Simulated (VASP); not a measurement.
# In (I4/mmm) in VASP: settings compared

One crystal, In, is run at these levels: PBE, PBEsol; tasks: single point.

Everything below comes from runs of VASP 6.6.1. Logs are shortened: lines on timing, memory, paths and dates and some standing lists are left out, and cuts for length are marked.

**1. The structure**

Symmetry: I4/mmm, No. 139, tetragonal system. The conventional cell has a = 3.332 Å, b = 3.332 Å, c = 4.967 Å, α = 90.00°, β = 90.00°, γ = 90.00°. In (site symmetry 4/mmm) has 12 In at 3.33 to 3.42 Å as nearest neighbours.

**2. Single point, PBE**

INCAR

```
SYSTEM = In
PREC = Accurate
ENCUT = 600
EDIFF = 1E-6
ISMEAR = 1
SIGMA = 0.1
LREAL = .False.
LASPH = .True.
NELM = 120
ALGO = Normal
ISIF = 2
LWAVE = .False.
LCHARG = .False.
GGA = PE
KPAR = 4
```

KPOINTS

```
regular mesh
0
Gamma
  19 19 19
  0 0 0
```

POSCAR

```
In                                      
1.0
   -1.6658415342      1.6658415342      2.4833466787
    1.6658415342     -1.6658415342      2.4833466787
    1.6658415342      1.6658415342     -2.4833466787
  In            
     1
Direct
     0.0000000000000000    0.0000000000000000    0.0000000000000000
```

Potentials or basis: VASP PAW PBE potentials, release 64 (In_d).

On the command line:

```sh
$ cat potpaw_PBE.64/In_d/POTCAR > POTCAR
$ mpirun -np 4 vasp_std > vasp.out
```

OUTCAR:

```text
SYSTEM = In
   PREC = Accurate
   ENCUT = 600
   EDIFF = 1E-6
   ISMEAR = 1
   LREAL = .False.
   LASPH = .True.
   NELM = 120
   ISIF = 2
   GGA = PE

 ion  position               nearest neighbor table
   1  0.000  0.000  0.000-

  LATTYP: Found a body centered tetragonal cell.
 ALAT       =     3.3316830684
 C/A-ratio  =     1.4907460450

  Lattice vectors:

 A1 = (  -1.6658415342,   1.6658415342,   2.4833466787)
 A2 = (   1.6658415342,  -1.6658415342,   2.4833466787)
 A3 = (   1.6658415342,   1.6658415342,  -2.4833466787)

Analysis of symmetry for initial positions (statically):
=====================================================================
 Subroutine PRICEL returns:
 Original cell was already a primitive cell.

 Routine SETGRP: Setting up the symmetry group for a
 body centered tetragonal supercell.

 Subroutine GETGRP returns: Found 16 space group operations
 (whereof 16 operations were pure point group operations)
 out of a pool of 16 trial point group operations.

The static configuration has the point symmetry D_4h.

Analysis of symmetry for dynamics (positions and initial velocities):
=====================================================================
 Subroutine PRICEL returns:
 Original cell was already a primitive cell.

 Routine SETGRP: Setting up the symmetry group for a
 body centered tetragonal supercell.

 Subroutine GETGRP returns: Found 16 space group operations
 (whereof 16 operations were pure point group operations)
 out of a pool of 16 trial point group operations.

The dynamic configuration has the point symmetry D_4h.

 Subroutine INISYM returns: Found 16 space group operations
 (whereof 16 operations are pure point group operations),
 and found     1 'primitive' translations

----------------------------------------------------------------------------------------

                                     Primitive cell

  volume of cell :      27.5654

  direct lattice vectors                    reciprocal lattice vectors
    -1.665841534  1.665841534  2.483346679     0.000000000  0.300148597  0.201341200
     1.665841534 -1.665841534  2.483346679     0.300148597  0.000000000  0.201341200
     1.665841534  1.665841534 -2.483346679     0.300148597  0.300148597  0.000000000

  length of vectors
     3.423020123  3.423020123  3.423020123     0.361424210  0.361424210  0.424474217

  position of ions in fractional coordinates (direct lattice)
     0.000000000  0.000000000  0.000000000

  ion indices of the primitive-cell ions
   primitive index   ion index
                 1           1

----------------------------------------------------------------------------------------

 KPOINTS: regular mesh

Automatic generation of k-mesh.
 Grid dimensions read from file:
 generate k-points for:   19   19   19

 Generating k-lattice:

  Cartesian coordinates                     Fractional coordinates (reciprocal lattice)
     0.000000000  0.015797295  0.010596905     0.052631579  0.000000000  0.000000000
     0.015797295  0.000000000  0.010596905     0.000000000  0.052631579  0.000000000
     0.015797295  0.015797295  0.000000000     0.000000000  0.000000000  0.052631579

  Length of vectors
     0.019022327  0.019022327  0.022340748

  Shift w.r.t. Gamma in fractional coordinates (k-lattice)
     0.000000000  0.000000000  0.000000000

 Subroutine IBZKPT returns following result:
 ===========================================

 Found    550 irreducible k-points:

 Following reciprocal coordinates:
            Coordinates               Weight
  0.000000  0.000000  0.000000      1.000000
  0.052632  0.000000 -0.000000      8.000000
  0.105263  0.000000 -0.000000      8.000000
  0.157895  0.000000  0.000000      8.000000
  0.210526  0.000000 -0.000000      8.000000
  0.263158  0.000000  0.000000      8.000000
[... 16 lines left out ...]
 -0.315789  0.052632  0.000000     16.000000
 -0.263158  0.052632  0.000000     16.000000
 [... further k-points ...]
   k-points           NKPTS =    550   k-points in BZ     NKDIM =    550   number of bands    NBANDS=     10
   number of dos      NEDOS =    301   number of ions     NIONS =      1
   total plane-waves  NPLWV =  21952
   dimension x,y,z NGX =    28 NGY =   28 NGZ =   28
   dimension x,y,z NGXF=    56 NGYF=   56 NGZF=   56
   ions per type =               1
   NGX,Y,Z   is equivalent  to a cutoff of  13.60, 13.60, 13.60 a.u.
   NGXF,Y,Z  is equivalent  to a cutoff of  27.20, 27.20, 27.20 a.u.
 SYSTEM =  In
   PREC   = accura    normal or accurate (medium, high low for compatibility)
   ISTART =      0    job   : 0-new  1-cont  2-samecut
   ICHARG =      2    charge: 1-file 2-atom 10-const
   ISPIN  =      1    spin polarized calculation?
   LNONCOLLINEAR =      F non collinear calculations
   LSORBIT =      F    spin-orbit coupling
   LASPH  =      T    aspherical Exc in radial PAW
   ENCUT  =  600.0 eV  44.10 Ry    6.64 a.u.   6.84  6.84  6.84*2*pi/ulx,y,z
   NELM   =    120;   NELMIN=  2; NELMDL= -5     # of ELM steps
   EDIFF  = 0.1E-05   stopping-criterion for ELM
   LREAL  =      F    real-space projection
   EDIFFG = 0.1E-04   stopping-criterion for IOM
   NSW    =      0    number of steps for IOM
   IBRION =     -1    ionic relax: 0-MD 1-quasi-New 2-CG
   NFREE  =      0    steps in history (QN), initial steepest desc. (CG)
   ISIF   =      2    stress and relaxation
   ISYM   =      2    0-nonsym 1-usesym 2-fastsym
   POTIM  = 0.5000    time-step for ionic-motion
   TEBEG  =    0.0;   TEEND  =   0.0 temperature during run
   PSTRESS=    0.0 pullay stress
   NELECT =      13.0000    total number of electrons
   NUPDOWN=      -1.0000    fix difference up-down
   EMIN   =  10.00;   EMAX   =-10.00  energy-range for DOS
   EFERMI =   0.00;   METHOD = LEGACY
   ISMEAR =     1;   SIGMA  =   0.10  broadening in eV -4-tet -1-fermi 0-gaus
   EFERMI_NEDOS =   21; number of points for ismear=-14 and -15
   IALGO  =     38    algorithm
   IMIX   =      4    mixing-type and parameters
     AMIX     =   0.40;   BMIX     =  1.00
     AMIX_MAG =   1.60;   BMIX_MAG =  1.00
  volume/ion in A,a.u.               =      27.57       186.02
  Fermi-wavevector in a.u.,A,eV,Ry     =   1.274288  2.408056 22.093287  1.623811
  Thomas-Fermi vector in A             =   2.407065
   LORBIT       =      0    0 simple, 1 ext, 2 COOP (PROOUT), +10 PAW based schemes
   GGA     = PE    functional components
   LHFCALC =     F    Hartree Fock is set to
   AEXX    =    0.0000 exact exchange contribution
   IVDW    =     0    specifies the selected vdW correction
   LEPSILON=     F    determine dielectric tensor
   LRPA    =     F    only Hartree local field effects (RPA)
 non-spin polarized calculation
 Methfessel and Paxton  Order N= 1 SIGMA  =   0.10
  energy-cutoff  :      600.00
  volume of cell :       27.57
 maximum number of plane-waves:       938
   NGX = 13   NGY = 13   NGZ = 13

 number of electron      12.9999997 magnetization

 Free energy of the ion-electron system (eV)
  ---------------------------------------------------
  ext. energy  EPLUGINS =         0.00000000
  ---------------------------------------------------
  free energy    TOTEN  =        -2.56074439 eV

  energy without entropy =       -2.56108806  energy(sigma->0) =       -2.56085895

 E-fermi :   6.9412     XC(G=0): -10.0068

 val. band max:        6.9375603889   @ k =   0.4737   0.2632   0.0526
 cond. band min:       6.9560311828   @ k =   0.2632   0.2632   0.1579
 fundamental gap:      0.0184707939
 Fermi energy:         6.9412121254

 k-point     1 :       0.0000    0.0000    0.0000
  band No.  band energies     occupation
      1      -7.6826      2.00000
      2      -7.6178      2.00000
      3      -7.6178      2.00000
      4      -7.5255      2.00000
      5      -7.4604      2.00000
      6      -2.2469      2.00000
      7      17.0221      0.00000
      8      17.0221      0.00000
      9      17.1379      0.00000
     10      18.3806      0.00000

 k-point     2 :       0.0526    0.0000   -0.0000
  band No.  band energies     occupation
      1      -7.6789      2.00000
      2      -7.6175      2.00000
      3      -7.6138      2.00000
      4      -7.5253      2.00000
      5      -7.4616      2.00000
      6      -2.1887      2.00000
      7      16.2733      0.00000
      8      16.9387      0.00000
      9      16.9656      0.00000
     10      18.2016      0.00000

 k-point     3 :       0.1053    0.0000   -0.0000
  band No.  band energies     occupation
      1      -7.6702      2.00000
      2      -7.6168      2.00000
      3      -7.6030      2.00000
      4      -7.5227      2.00000
      5      -7.4645      2.00000
      6      -2.0136      2.00000
      7      14.6723      0.00000
      8      16.6196      0.00000
      9      16.7292      0.00000
     10      18.0886      0.00000

 k-point     4 :       0.1579    0.0000    0.0000
  band No.  band energies     occupation
      1      -7.6621      2.00000
      2      -7.6170      2.00000
      3      -7.5894      2.00000
      4      -7.5128      2.00000
      5      -7.4657      2.00000
      6      -1.7198      2.00000
      7      12.9266      0.00000
      8      16.1924      0.00000
      9      16.4673      0.00000
     10      18.0193      0.00000

 k-point     5 :       0.2105    0.0000   -0.0000
  band No.  band energies     occupation
      1      -7.6596      2.00000
      2      -7.6207      2.00000
      3      -7.5794      2.00000
      4      -7.4906      2.00000
      5      -7.4601      2.00000
      6      -1.3056      2.00000
      7      11.2015      0.00000
      8      15.7577      0.00000
      9      16.2067      0.00000
     10      17.9621      0.00000

 k-point     6 :       0.2632    0.0000    0.0000
  band No.  band energies     occupation
      1      -7.6629      2.00000
      2      -7.6285      2.00000
      3      -7.5781      2.00000
      4      -7.4575      2.00000
      5      -7.4441      2.00000
      6      -0.7697      2.00000
      7       9.5443      0.00000
      8      15.3548      0.00000
      9      15.9756      0.00000
     10      17.9140      0.00000
[... 183 lines left out ...]
 k-point    21 :      -0.4211    0.0526   -0.0000
  band No.  band energies     occupation
      1      -7.6803      2.00000
      2      -7.6454      2.00000
      3      -7.5982      2.00000
      4      -7.3977      2.00000
      5      -7.3604      2.00000
      6       1.3101      2.00000
      7       5.6240      2.00000
      8      14.2041      0.00000
      9      15.2740      0.00000
     10      17.3680      0.00000

 k-point    22 :      -0.3684    0.0526    0.0000
  band No.  band energies     occupation
      1      -7.6730      2.00000
      2      -7.6380      2.00000
      3      -7.5900      2.00000
      4      -7.4221      2.00000
      5      -7.3846      2.00000
      6       0.4623      2.00000
      7       7.0040      0.13533
      8      14.3271      0.00000
      9      15.4818      0.00000
     10      17.6069      0.00000

 k-point    23 :      -0.3158    0.0526    0.0000
  band No.  band energies     occupation
      1      -7.6645      2.00000
      2      -7.6298      2.00000
      3      -7.5812      2.00000
      4      -7.4503      2.00000
      5      -7.4152      2.00000
      6      -0.2761      2.00000
      7       8.5000     -0.00000
      8      14.5378      0.00000
      9      15.7068      0.00000
     10      17.9386      0.00000

 k-point    24 :      -0.2632    0.0526    0.0000
  band No.  band energies     occupation
      1      -7.6566      2.00000
      2      -7.6232      2.00000
      3      -7.5759      2.00000
      4      -7.4775      2.00000
      5      -7.4455      2.00000
      6      -0.8958      2.00000
      7      10.0948      0.00000
      8      14.8316      0.00000
      9      15.9483      0.00000
     10      18.2470      0.00000

 [... further k-points ...]

------------------------ aborting loop because EDIFF is reached ----------------------------------------

  FORCE on cell =-STRESS in cart. coord.  units (eV):
  Direction    XX          YY          ZZ          XY          YZ          ZX
  --------------------------------------------------------------------------------------
  -------------------------------------------------------------------------------------
  Total       -0.0108316     -0.0108316     -0.0078302      0.0000000      0.0000000      0.0000000
  in kB       -0.6295645     -0.6295645     -0.4551123      0.0000000      0.0000000      0.0000000
  external PRESSURE =      -0.5714138 kB  Pullay stress =       0.0000000 kB

 VOLUME and BASIS-vectors are now :
 -----------------------------------------------------------------------------
  energy-cutoff  :      600.00
  volume of cell :       27.57
      direct lattice vectors                 reciprocal lattice vectors
    -1.665841534  1.665841534  2.483346679     0.000000000  0.300148597  0.201341200
     1.665841534 -1.665841534  2.483346679     0.300148597  0.000000000  0.201341200
     1.665841534  1.665841534 -2.483346679     0.300148597  0.300148597  0.000000000

 POSITION                                       TOTAL-FORCE (eV/Angst)
 -----------------------------------------------------------------------------------
      0.00000      0.00000      0.00000         0.000000     -0.000000      0.000000
 -----------------------------------------------------------------------------------
    total drift:                               -0.000000     -0.000000     -0.000000

  FREE ENERGIE OF THE ION-ELECTRON SYSTEM (eV)
  ---------------------------------------------------
  free  energy   TOTEN  =        -2.5607443927 eV

  energy  without entropy=       -2.5610880565  energy(sigma->0) =       -2.56085895
```

It took 17 s on 4 MPI ranks of Intel Xeon 6975P-C (Granite Rapids), shared host; peak memory 0.3 GiB.

Results:

```
Free energy            : -2.5607 eV
Pressure               : -0.1 GPa
Band gap on the k mesh : none (metal or under the smearing width)
```

**3. Single point, PBEsol**

Changes to INCAR since step 2:

```diff
@@ -2,3 +2,3 @@
 PREC = Accurate
-ENCUT = 600
+ENCUT = 300
 EDIFF = 1E-6
@@ -13,3 +13,3 @@
 LCHARG = .False.
-GGA = PE
+GGA = PS
 KPAR = 4
```

KPOINTS is that of step 2.

POSCAR is that of step 2.

Potentials or basis: VASP PAW PBE potentials, release 64 (In_d).

On the command line:

```sh
$ cat potpaw_PBE.64/In_d/POTCAR > POTCAR
$ mpirun -np 4 vasp_std > vasp.out
```

Run time: 6.4 s. Hardware: 4 MPI ranks of Intel Xeon 6975P-C (Granite Rapids), shared host; peak memory 0.17 GiB.

The run converged. Its results:

* Free energy: -2.9664 eV
* Pressure: -3.2 GPa
* Band gap on the k mesh: none (metal or under the smearing width)

Levels at points of the mesh, in eV from the Fermi level:
```tsv
k point	band 4	band 5	band 6	band 7	band 8	band 9
(0.00, 0.00, 0.00)	-14.34	-14.27	-9.19	10.07	10.07	10.18
```

Caveat: the PAW data sets were made with another functional, which shifts forces and pressure a little.

(Part 1 of 2 ends here.)
